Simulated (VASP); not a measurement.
# InAs (F-43m) in VASP: notebook

InAs is run at these levels: PBE, PBEsol+D3(BJ); tasks: single point.

All numbers are computed with VASP 6.6.1; they aren't measurements. Logs are shortened: lines on timing, memory, paths and dates and some standing lists are left out, and cuts for length are marked.

**Experimental background.**

A printed reference work, data compilation reports, for a bulk crystal of InAs at 4.2 K: band gap 0.418 eV (direct).

The runs below are set against these values where they give the same quantity.

**1. The cell of the first run**

Symmetry: F-43m, No. 216, cubic system. Conventional cell: a = 6.036 Å, b = 6.036 Å, c = 6.036 Å, α = 90.00°, β = 90.00°, γ = 90.00°. Within 3.4 Å of In (site symmetry -43m) lie 4 As at 2.61 Å. As (site symmetry -43m) has 4 In at 2.61 Å within 3.4 Å.

**2. Single point, PBE**

INCAR reads:

```
SYSTEM = InAs
PREC = Accurate
ENCUT = 520
EDIFF = 1E-6
ISMEAR = 0
SIGMA = 0.028000000000000004
LREAL = .FALSE.
LASPH = .TRUE.
NELM = 60
ALGO = Normal
ISIF = 2
LWAVE = .FALSE.
LCHARG = .FALSE.
GGA = PE
NBANDS = 16
```

KPOINTS reads:

```
regular mesh
0
G
  8 8 8
  0 0 0
```

POSCAR reads:

```
InAs
1.0
    0.0000000000      3.0180000000      3.0180000000
    3.0180000000      0.0000000000      3.0180000000
    3.0180000000      3.0180000000      0.0000000000
In As
1 1
Direct
    0.0000000000      0.0000000000      0.0000000000
    0.7500000000      0.7500000000      0.7500000000
```

Potentials or basis: VASP PAW PBE potentials, release 64 (In_d, As).

On the command line:

```sh
cat potpaw_PBE.64/In_d/POTCAR potpaw_PBE.64/As/POTCAR > POTCAR
mpirun -np 1 vasp_std > vasp.out
```

OUTCAR:

```text
SYSTEM = InAs
   PREC = Accurate
   ENCUT = 520
   EDIFF = 1E-6
   ISMEAR = 0
   LREAL = .FALSE.
   LASPH = .TRUE.
   NELM = 60
   ISIF = 2
   GGA = PE

 ion  position               nearest neighbor table
   1  0.000  0.000  0.000-   2 2.61   2 2.61   2 2.61   2 2.61
   2  0.750  0.750  0.750-   1 2.61   1 2.61   1 2.61   1 2.61

  LATTYP: Found a face centered cubic cell.
 ALAT       =     6.0360000000

  Lattice vectors:

 A1 = (   0.0000000000,   3.0180000000,   3.0180000000)
 A2 = (   3.0180000000,   0.0000000000,   3.0180000000)
 A3 = (   3.0180000000,   3.0180000000,   0.0000000000)

Analysis of symmetry for initial positions (statically):
=====================================================================
 Subroutine PRICEL returns:
 Original cell was already a primitive cell.

 Routine SETGRP: Setting up the symmetry group for a
 face centered cubic supercell.

 Subroutine GETGRP returns: Found 24 space group operations
 (whereof 24 operations were pure point group operations)
 out of a pool of 48 trial point group operations.

The static configuration has the point symmetry T_d .

Analysis of symmetry for dynamics (positions and initial velocities):
=====================================================================
 Subroutine PRICEL returns:
 Original cell was already a primitive cell.

 Routine SETGRP: Setting up the symmetry group for a
 face centered cubic supercell.

 Subroutine GETGRP returns: Found 24 space group operations
 (whereof 24 operations were pure point group operations)
 out of a pool of 48 trial point group operations.

The dynamic configuration has the point symmetry T_d .

 Subroutine INISYM returns: Found 24 space group operations
 (whereof 24 operations are pure point group operations),
 and found     1 'primitive' translations

----------------------------------------------------------------------------------------

                                     Primitive cell

  volume of cell :      54.9778

  direct lattice vectors                    reciprocal lattice vectors
     0.000000000  3.018000000  3.018000000    -0.165672631  0.165672631  0.165672631
     3.018000000  0.000000000  3.018000000     0.165672631 -0.165672631  0.165672631
     3.018000000  3.018000000  0.000000000     0.165672631  0.165672631 -0.165672631

  length of vectors
     4.268096531  4.268096531  4.268096531     0.286953414  0.286953414  0.286953414

  position of ions in fractional coordinates (direct lattice)
     0.000000000  0.000000000  0.000000000
     0.750000000  0.750000000  0.750000000

  ion indices of the primitive-cell ions
   primitive index   ion index
                 1           1
                 2           2

----------------------------------------------------------------------------------------

 KPOINTS: regular mesh

Automatic generation of k-mesh.
 Grid dimensions read from file:
 generate k-points for:    8    8    8

 Generating k-lattice:

  Cartesian coordinates                     Fractional coordinates (reciprocal lattice)
    -0.020709079  0.020709079  0.020709079     0.125000000  0.000000000  0.000000000
     0.020709079 -0.020709079  0.020709079     0.000000000  0.125000000  0.000000000
     0.020709079  0.020709079 -0.020709079     0.000000000  0.000000000  0.125000000

  Length of vectors
     0.035869177  0.035869177  0.035869177

  Shift w.r.t. Gamma in fractional coordinates (k-lattice)
     0.000000000  0.000000000  0.000000000

 Subroutine IBZKPT returns following result:
 ===========================================

 Found     29 irreducible k-points:

 Following reciprocal coordinates:
            Coordinates               Weight
  0.000000  0.000000  0.000000      1.000000
  0.125000  0.000000  0.000000      8.000000
  0.250000  0.000000  0.000000      8.000000
  0.375000  0.000000  0.000000      8.000000
  0.500000  0.000000  0.000000      4.000000
  0.125000  0.125000  0.000000      6.000000
[... 16 lines left out ...]
  0.500000  0.250000  0.125000     48.000000
 -0.375000  0.250000  0.125000     24.000000
 [... further k-points ...]
   k-points           NKPTS =     29   k-points in BZ     NKDIM =     29   number of bands    NBANDS=     16
   number of dos      NEDOS =    301   number of ions     NIONS =      2
   total plane-waves  NPLWV =  32768
   dimension x,y,z NGX =    32 NGY =   32 NGZ =   32
   dimension x,y,z NGXF=    64 NGYF=   64 NGZF=   64
   ions per type =               1   1
   NGX,Y,Z   is equivalent  to a cutoff of  12.46, 12.46, 12.46 a.u.
   NGXF,Y,Z  is equivalent  to a cutoff of  24.93, 24.93, 24.93 a.u.
 SYSTEM =  InAs
   PREC   = accura    normal or accurate (medium, high low for compatibility)
   ISTART =      0    job   : 0-new  1-cont  2-samecut
   ICHARG =      2    charge: 1-file 2-atom 10-const
   ISPIN  =      1    spin polarized calculation?
   LNONCOLLINEAR =      F non collinear calculations
   LSORBIT =      F    spin-orbit coupling
   LASPH  =      T    aspherical Exc in radial PAW
   ENCUT  =  520.0 eV  38.22 Ry    6.18 a.u.   7.94  7.94  7.94*2*pi/ulx,y,z
   NELM   =     60;   NELMIN=  2; NELMDL= -5     # of ELM steps
   EDIFF  = 0.1E-05   stopping-criterion for ELM
   LREAL  =      F    real-space projection
   EDIFFG = 0.1E-04   stopping-criterion for IOM
   NSW    =      0    number of steps for IOM
   IBRION =     -1    ionic relax: 0-MD 1-quasi-New 2-CG
   NFREE  =      0    steps in history (QN), initial steepest desc. (CG)
   ISIF   =      2    stress and relaxation
   ISYM   =      2    0-nonsym 1-usesym 2-fastsym
   POTIM  = 0.5000    time-step for ionic-motion
   TEBEG  =    0.0;   TEEND  =   0.0 temperature during run
   PSTRESS=    0.0 pullay stress
   NELECT =      18.0000    total number of electrons
   NUPDOWN=      -1.0000    fix difference up-down
   EMIN   =  10.00;   EMAX   =-10.00  energy-range for DOS
   EFERMI =   0.00;   METHOD = LEGACY
   ISMEAR =     0;   SIGMA  =   0.03  broadening in eV -4-tet -1-fermi 0-gaus
   EFERMI_NEDOS =   21; number of points for ismear=-14 and -15
   IALGO  =     38    algorithm
   IMIX   =      4    mixing-type and parameters
     AMIX     =   0.40;   BMIX     =  1.00
     AMIX_MAG =   1.60;   BMIX_MAG =  1.00
  volume/ion in A,a.u.               =      27.49       185.50
  Fermi-wavevector in a.u.,A,eV,Ry     =   1.128331  2.132236 17.321990  1.273130
  Thomas-Fermi vector in A             =   2.265020
   LORBIT       =      0    0 simple, 1 ext, 2 COOP (PROOUT), +10 PAW based schemes
   GGA     = PE    functional components
   LHFCALC =     F    Hartree Fock is set to
   AEXX    =    0.0000 exact exchange contribution
   IVDW    =     0    specifies the selected vdW correction
   LEPSILON=     F    determine dielectric tensor
   LRPA    =     F    only Hartree local field effects (RPA)
 non-spin polarized calculation
 Gauss-broadening in eV      SIGMA  =   0.03
  energy-cutoff  :      520.00
  volume of cell :       54.98
 maximum number of plane-waves:      1494
   NGX = 15   NGY = 15   NGZ = 15

 number of electron      17.9999991 magnetization

 Free energy of the ion-electron system (eV)
  ---------------------------------------------------
  ext. energy  EPLUGINS =         0.00000000
  ---------------------------------------------------
  free energy    TOTEN  =        -7.66129707 eV

  energy without entropy =       -7.66121271  energy(sigma->0) =       -7.66125489

 E-fermi :   4.5723     XC(G=0):  -9.1170

 val. band max:        4.5637750405   @ k =   0.0000   0.0000   0.0000
 cond. band min:       5.5323312364   @ k =   0.5000   0.0000   0.0000
 fundamental gap:      0.9685561959
 Fermi energy:         4.5723028815

 k-point     1 :       0.0000    0.0000    0.0000
  band No.  band energies     occupation
      1      -9.8398      2.00000
      2      -9.8398      2.00000
      3      -9.8398      2.00000
      4      -9.7118      2.00000
      5      -9.7118      2.00000
      6      -7.3330      2.00000
[... 8 lines left out ...]
     15      14.2589      0.00000
     16      14.2589      0.00000

 k-point     2 :       0.1250    0.0000    0.0000
  band No.  band energies     occupation
      1      -9.8604      2.00000
      2      -9.8339      2.00000
      3      -9.8339      2.00000
      4      -9.7119      2.00000
      5      -9.7119      2.00000
      6      -7.1699      2.00000
[... 8 lines left out ...]
     15      13.3758      0.00000
     16      13.3758      0.00000

 k-point     3 :       0.2500    0.0000    0.0000
  band No.  band energies     occupation
      1      -9.9066      2.00000
      2      -9.8210      2.00000
      3      -9.8210      2.00000
      4      -9.7105      2.00000
      5      -9.7105      2.00000
      6      -6.7231      2.00000
[... 8 lines left out ...]
     15      13.1337      0.00000
     16      13.1337      0.00000

 k-point     4 :       0.3750    0.0000    0.0000
  band No.  band energies     occupation
      1      -9.9491      2.00000
      2      -9.8109      2.00000
      3      -9.8109      2.00000
      4      -9.7062      2.00000
      5      -9.7062      2.00000
      6      -6.1514      2.00000
[... 8 lines left out ...]
     15      14.0840      0.00000
     16      14.0840      0.00000

 k-point     5 :       0.5000    0.0000    0.0000
  band No.  band energies     occupation
      1      -9.9658      2.00000
      2      -9.8077      2.00000
      3      -9.8077      2.00000
      4      -9.7035      2.00000
      5      -9.7035      2.00000
      6      -5.8458      2.00000
[... 8 lines left out ...]
     15      15.3367      0.00000
     16      15.3367      0.00000

 k-point     6 :       0.1250    0.1250    0.0000
  band No.  band energies     occupation
      1      -9.8731      2.00000
      2      -9.8281      2.00000
      3      -9.8281      2.00000
      4      -9.7164      2.00000
      5      -9.7083      2.00000
      6      -7.1160      2.00000
[... 8 lines left out ...]
     15      13.3196      0.00000
     16      14.4260      0.00000

 k-point     7 :       0.2500    0.1250    0.0000
  band No.  band energies     occupation
      1      -9.9105      2.00000
      2      -9.8172      2.00000
      3      -9.8146      2.00000
      4      -9.7198      2.00000
      5      -9.7051      2.00000
      6      -6.7635      2.00000
[... 8 lines left out ...]
     15      14.1524      0.00000
     16      14.1844      0.00000

 k-point     8 :       0.3750    0.1250    0.0000
  band No.  band energies     occupation
      1      -9.9491      2.00000
      2      -9.8083      2.00000
      3      -9.8033      2.00000
      4      -9.7178      2.00000
      5      -9.7020      2.00000
      6      -6.2208      2.00000
[... 8 lines left out ...]
     15      14.0453      0.00000
     16      14.7556      0.00000

 k-point     9 :       0.5000    0.1250    0.0000
  band No.  band energies     occupation
      1      -9.9705      2.00000
      2      -9.8042      2.00000
      3      -9.7994      2.00000
      4      -9.7110      2.00000
      5      -9.7022      2.00000
      6      -5.7847      2.00000
[... 8 lines left out ...]
     15      14.7952      0.00000
     16      15.3958      0.00000
[... 172 lines left out ...]
 k-point    19 :       0.5000    0.3750    0.0000
  band No.  band energies     occupation
      1     -10.0140      2.00000
      2      -9.7682      2.00000
      3      -9.7631      2.00000
      4      -9.7433      2.00000
      5      -9.6920      2.00000
      6      -5.4034      2.00000
[... 8 lines left out ...]
     15      15.9276      0.00000
     16      16.5348      0.00000

 k-point    20 :      -0.3750    0.3750    0.0000
  band No.  band energies     occupation
      1     -10.0044      2.00000
      2      -9.7804      2.00000
      3      -9.7684      2.00000
      4      -9.7325      2.00000
      5      -9.6990      2.00000
      6      -5.3144      2.00000
[... 8 lines left out ...]
     15      14.5496      0.00000
     16      17.4118      0.00000

 k-point    21 :       0.5000    0.5000    0.0000
  band No.  band energies     occupation
      1     -10.0255      2.00000
      2      -9.7567      2.00000
      3      -9.7567      2.00000
      4      -9.7511      2.00000
      5      -9.6885      2.00000
      6      -5.2979      2.00000
[... 8 lines left out ...]
     15      16.0581      0.00000
     16      16.7984      0.00000

 k-point    22 :       0.3750    0.2500    0.1250
  band No.  band energies     occupation
      1      -9.9448      2.00000
      2      -9.8053      2.00000
      3      -9.8006      2.00000
      4      -9.7238      2.00000
      5      -9.7020      2.00000
      6      -6.3576      2.00000
[... 8 lines left out ...]
     15      14.7185      0.00000
     16      15.3988      0.00000

 k-point    23 :       0.5000    0.2500    0.1250
  band No.  band energies     occupation
      1      -9.9720      2.00000
      2      -9.7998      2.00000
      3      -9.7893      2.00000
      4      -9.7212      2.00000
      5      -9.7021      2.00000
      6      -5.8446      2.00000
[... 8 lines left out ...]
     15      14.8986      0.00000
     16      15.7082      0.00000

 k-point    24 :      -0.3750    0.2500    0.1250
  band No.  band energies     occupation
      1      -9.9822      2.00000
      2      -9.7988      2.00000
      3      -9.7852      2.00000
      4      -9.7169      2.00000
      5      -9.7041      2.00000
      6      -5.5769      2.00000
[... 8 lines left out ...]
     15      14.9909      0.00000
     16      15.7163      0.00000

 [... further k-points ...]
[... 5 lines left out ...]
  --------------------------------------------------------------------------------------
  -------------------------------------------------------------------------------------
  Total        1.4948260      1.4948260      1.4948260     -0.0000000      0.0000000      0.0000000
  in kB       43.5625723     43.5625723     43.5625723     -0.0000000      0.0000000      0.0000000
  external PRESSURE =      43.5625723 kB  Pullay stress =       0.0000000 kB

 VOLUME and BASIS-vectors are now :
 -----------------------------------------------------------------------------
  energy-cutoff  :      520.00
  volume of cell :       54.98
      direct lattice vectors                 reciprocal lattice vectors
     0.000000000  3.018000000  3.018000000    -0.165672631  0.165672631  0.165672631
     3.018000000  0.000000000  3.018000000     0.165672631 -0.165672631  0.165672631
     3.018000000  3.018000000  0.000000000     0.165672631  0.165672631 -0.165672631

 POSITION                                       TOTAL-FORCE (eV/Angst)
 -----------------------------------------------------------------------------------
      0.00000      0.00000      0.00000        -0.000000     -0.000000     -0.000000
      4.52700      4.52700      4.52700         0.000000      0.000000      0.000000
 -----------------------------------------------------------------------------------
    total drift:                                0.000000      0.000000      0.000000

  FREE ENERGIE OF THE ION-ELECTRON SYSTEM (eV)
  ---------------------------------------------------
  free  energy   TOTEN  =        -7.6612970677 eV

  energy  without entropy=       -7.6612127055  energy(sigma->0) =       -7.66125489
```

Wall time 14 s (1 thread of Intel Xeon 6975P-C (Granite Rapids), shared host); peak memory 0.18 GiB.

Results:

| Item | Value |
| --- | --- |
| Free energy | -7.6613 eV |
| Pressure | 4.4 GPa |
| Band gap on the k mesh | zero (filled and empty bands touch) |

Levels at points of the mesh, in eV from the Fermi level:
| k point | band 5 | band 6 | band 7 | band 8 | band 9 | band 10 | band 11 | band 12 | band 13 | band 14 |
| --- | --- | --- | --- | --- | --- | --- | --- | --- | --- | --- |
| (0.00, 0.00, 0.00) | -14.28 | -11.91 | -0.18 | -0.01 | -0.01 | -0.01 | 3.90 | 3.90 | 3.90 | 7.52 |
| (0.50, 0.00, 0.00) | -14.28 | -10.42 | -5.80 | -1.00 | -1.00 | 0.96 | 4.67 | 4.67 | 6.85 | 9.06 |
| (0.50, 0.50, 0.00) | -14.26 | -9.87 | -5.87 | -2.35 | -2.35 | 1.53 | 2.05 | 9.21 | 9.30 | 9.30 |

Caveat: spin-orbit coupling is left out, which moves the levels of the heavy elements.

**3. Single point, PBEsol+D3(BJ)**

This run uses another cell than the first one, of 27.35 Å³/atom, 0.995 times its volume.

INCAR reads:

```
ALGO = Normal
EDIFF = 1E-6
ENCUT = 520
GGA = PS
ISIF = 2
ISMEAR = -1
IVDW = 12
LASPH = True
LCHARG = True
LELF = True
LREAL = False
LVHAR = True
LWAVE = False
NBANDS = 16
NELM = 80
PREC = Accurate
SIGMA = 0.05
```

KPOINTS reads:

```
k-points
0
Gamma
  8 8 8
```

POSCAR reads:

```
InAs
1.0
    0.0000000000      3.0128277758      3.0128277758
    3.0128277758      0.0000000000      3.0128277758
    3.0128277758      3.0128277758      0.0000000000
In As
1 1
Direct
    0.0000000000      0.0000000000      0.0000000000
    0.7500000000      0.7500000000      0.7500000000
```

Potentials or basis: VASP PAW PBE potentials, release 64 (In_d, As).

On the command line:

```sh
cat potpaw_PBE.64/In_d/POTCAR potpaw_PBE.64/As/POTCAR > POTCAR
mpirun -np 1 vasp_std > vasp.out
```

It took 12 s on 1 thread of Intel Xeon 6975P-C (Granite Rapids), shared host; peak memory 0.19 GiB.

The run converged. Its results:

| Quantity | Value |
| --- | --- |
| Free energy | -9.1142 eV |
| Pressure | 0.1 GPa |
| Band gap on the k mesh | zero (filled and empty bands touch) |
| Dispersion energy per atom | -0.319 eV |

Levels at points of the mesh, in eV from the Fermi level:
| k point | band 5 | band 6 | band 7 | band 8 | band 9 | band 10 | band 11 | band 12 | band 13 | band 14 |
| --- | --- | --- | --- | --- | --- | --- | --- | --- | --- | --- |
| (0.00, 0.00, 0.00) | -14.27 | -12.01 | -0.28 | -0.05 | -0.05 | -0.05 | 3.81 | 3.81 | 3.81 | 7.31 |
| (0.50, 0.00, 0.00) | -14.26 | -10.49 | -5.92 | -1.06 | -1.06 | 0.85 | 4.58 | 4.58 | 6.68 | 8.92 |
| (0.50, 0.50, 0.00) | -14.25 | -9.93 | -5.98 | -2.43 | -2.43 | 1.37 | 1.93 | 9.10 | 9.25 | 9.25 |

Caveat: the PAW data sets were made with another functional, which shifts forces and pressure a little; spin-orbit coupling is left out, which moves the levels of the heavy elements; pairwise dispersion overbinds metals, which lowers pressure and volume.

**4. Comparison with measurements**

Step 3. Against the measured gap of InAs, 0.418 eV (direct; 4.2 K; a printed reference work, data compilation), the calculated 0.00 eV is off by -0.42 eV. Spin-orbit coupling on As, In is left out. The value is that of PBEsol+D3(BJ) on a finite k mesh, which can miss the band edges, without temperature or zero-point motion. Semilocal functionals fall short of measured gaps as a rule.
